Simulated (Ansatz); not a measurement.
Input:

GeO2:
```
GeO2
1.0
    4.88953     0.00000     0.00000
   -2.44477     4.23446     0.00000
    0.00000     0.00000     5.61458
Ge O
3 6
Cartesian
  2.18016   0.00000   3.74305
 -1.09008   1.88808   1.87153
  1.35469   2.34638   0.00000
  1.15266   1.31803   4.21875
  0.56512   1.65725   1.39583
  3.17176   0.33921   2.34722
  0.72699   3.89525   5.13888
  3.00989   2.57721   0.47570
 -1.29211   2.91643   3.26735
```

This is the LDA-relaxed structure. Tensor components refer to the Cartesian frame of this cell.

All from the program Ansatz at the LDA level (PAW), unless another level is named. Give the Debye temperature from the elastic constants.

320 K.

And the piezoelectric stress constants (proper, relaxed ions, C/m²)?

e11 = 0.28, e12 = e26 = -0.28, e14 = 0.20, e25 = -0.20.

Space group P3_221. Symmetry was held in the LDA relaxation; phonons on a q-mesh show no instability.

Potentials: the later of the program's two PAW sets.
